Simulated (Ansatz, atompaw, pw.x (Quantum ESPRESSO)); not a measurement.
# What a changed setting does to a pw.x run (fcc Mg)

Potential: PAW, atompaw 4.2.0.5, PBE; core [He] 2s2, reference 2p6 3s1 3p1; waves: 3s (bound): rc 2.00 bohr; 3s channel at 2.3 Ry: rc 2.00 bohr; 2p (bound): rc 1.00 bohr; 3p (bound): rc 2.00 bohr; 3d channel at 0.2 Ry: rc 2.00 bohr; local part: troulliermartins scheme with l = 3 at 0 Ry, radius 1.60 bohr; core correction: smooth core density matched at 1.75 bohr; augmentation: sinc compensation charge, radius 1.70 bohr; PAW radius 2.00 bohr; waves and projectors: custom rrkj gramschmidtortho.

The reference run (k-mesh 13³, cutoffs 170/900 Ry, Fermi–Dirac 0.01 Ry, mixing_beta 0.4, conv_thr 1e-9, no spin) gives -0.08 GPa at 23.198 Å³/atom, where all-electron LAPW gives -0.07 GPa. This run, with its own iteration cap, changes k-mesh points per axis to 4.

```
&control
  calculation='scf', prefix='x', pseudo_dir='./', outdir='./tmp', tstress=.true., disk_io='none'
/
&system
  ibrav=0, nat=1, ntyp=1, ecutwfc=170, ecutrho=900, nbnd=11,
  occupations='smearing', smearing='fd', degauss=0.01
/
&electrons
  conv_thr=1e-09, mixing_beta=0.4, electron_maxstep=50
/
ATOMIC_SPECIES
Mg 1.0 Mg.UPF
CELL_PARAMETERS angstrom
  0.00000000 2.26363734 2.26363734
  2.26363734 0.00000000 2.26363734
  2.26363734 2.26363734 0.00000000
ATOMIC_POSITIONS crystal
Mg 0.0000 0.0000 0.0000
K_POINTS automatic
4 4 4 0 0 0
```

```bash
pw.x < Mg.scf.in > Mg.scf.out
```

Question: How does the run end?

Answer: It converges in 6 iterations; the free energy moves by -145.5 meV/atom and the pressure by -0.34 GPa.

```
Message from routine setup:
     using ibrav=0 with symmetry is DISCOURAGED, use correct ibrav instead
     lattice parameter (alat)  =       6.0495  a.u.
     unit-cell volume          =     156.5479 (a.u.)^3
     number of electrons       =         8.00
     number of Kohn-Sham states=           11
     kinetic-energy cutoff     =     170.0000  Ry
     charge density cutoff     =     900.0000  Ry
     scf convergence threshold =      1.0E-09
     Exchange-correlation= SLA PW PBX PBC
     number of k points=     8  Fermi-Dirac smearing, width (Ry)=  0.0100
     iteration #  1     ecut=   170.00 Ry     beta= 0.40
     total energy              =     -95.40247531 Ry
     estimated scf accuracy    <       0.00237973 Ry
     iteration #  2     ecut=   170.00 Ry     beta= 0.40
     total energy              =     -95.40216158 Ry
     estimated scf accuracy    <       0.00069777 Ry
     iteration #  3     ecut=   170.00 Ry     beta= 0.40
     total energy              =     -95.40221258 Ry
     estimated scf accuracy    <       0.00000437 Ry
     iteration #  4     ecut=   170.00 Ry     beta= 0.40
     total energy              =     -95.40221762 Ry
     estimated scf accuracy    <       0.00000019 Ry
     iteration #  5     ecut=   170.00 Ry     beta= 0.40
     total energy              =     -95.40221768 Ry
     estimated scf accuracy    <          2.3E-09 Ry
     iteration #  6     ecut=   170.00 Ry     beta= 0.40
     the Fermi energy is     6.1332 ev
!    total energy              =     -95.40221772 Ry
     estimated scf accuracy    <          1.7E-11 Ry
     smearing contrib. (-TS)   =      -0.00115405 Ry
     The total energy is F=E-TS. E is the sum of the following terms:
     one-electron contribution =     -58.00793900 Ry
     hartree contribution      =      20.36623337 Ry
     xc contribution           =     -10.55291724 Ry
     ewald contribution        =     -34.29813752 Ry
     one-center paw contrib.   =     -12.90830328 Ry
     convergence has been achieved in   6 iterations
          total   stress  (Ry/bohr**3)                   (kbar)     P=       -4.18
     Message from routine punch:
     Nothing written, as per user request (disk_io='none')
```

The run took about 19 s on one core of a shared host (Intel(R) Xeon(R) Platinum 8488C, 96 threads, 372 GiB, load 68).
